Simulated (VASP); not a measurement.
Here is a VASP 6.6.1 calculation.

File INCAR:

```
SYSTEM = Hf
  PREC = Accurate
  ENCUT = 600
  EDIFF = 1E-6
  ISMEAR = -1
  SIGMA = 0.05
  LREAL = .False.
  LASPH = .True.
  NELM = 80
  ALGO = Normal
  ISIF = 3
  LWAVE = .False.
  LCHARG = .False.
  GGA = PE
  IBRION = 2
  NSW = 60
  EDIFFG = -0.005
```

KPOINTS

```
regular mesh
0
Gamma
  10 10 5
  0 0 0
```

POSCAR

```
Hf
1.0
    3.1967000000      0.0000000000      0.0000000000
   -1.5983500000      2.7684234083      0.0000000000
    0.0000000000      0.0000000000      5.0578000000
Hf
2
Direct
    0.6666666667      0.3333333333      0.7500000000
    0.3333333333      0.6666666667      0.2500000000
```

Potentials or basis: VASP PAW PBE potentials, release 64 (Hf_sv_GW).

The run is started by

```console
$ cat potpaw_PBE.64/Hf_sv_GW/POTCAR > POTCAR
$ mpirun -np 1 vasp_std > vasp.out
```

What does it give for the space group after relaxing (to 0.05 Å)?

P6_3/mmc (No. 194).

Predict the band gap on the k mesh.

none (metal or under the smearing width).

Estimate the relaxed volume.

22.45 Å³/atom.

Step by step:
| step | energy change (eV) | largest force (eV/Å) | pressure (GPa) | volume (Å³) |
| --- | --- | --- | --- | --- |
| 1 | 0.0000 | 0.0000 | 0.31 | 44.76 |
| 2 | -0.0001 | 0.0000 | -0.36 | 45.04 |
| 3 | -0.0002 | 0.0000 | -0.06 | 44.91 |
| 4 | -0.0002 | 0.0000 | -0.03 | 44.89 |
| 5 | -0.0002 | 0.0000 | 0.04 | 44.88 |
| 6 | -0.0002 | 0.0000 | 0.02 | 44.89 |
| 7 | -0.0002 | 0.0000 | 0.03 | 44.89 |
| 8 | -0.0002 | 0.0000 | 0.03 | 44.89 |
| 9 | -0.0002 | 0.0000 | 0.02 | 44.89 |
| 10 | -0.0002 | 0.0000 | -0.02 | 44.91 |
| 11 | -0.0002 | 0.0000 | -0.10 | 44.90 |
| 12 | -0.0002 | 0.0000 | -0.08 | 44.89 |
| 13 | -0.0002 | 0.0000 | -0.03 | 44.89 |
| 14 | -0.0002 | 0.0000 | 0.00 | 44.89 |

Spin-orbit coupling is left out, which matters for the levels of Hf.
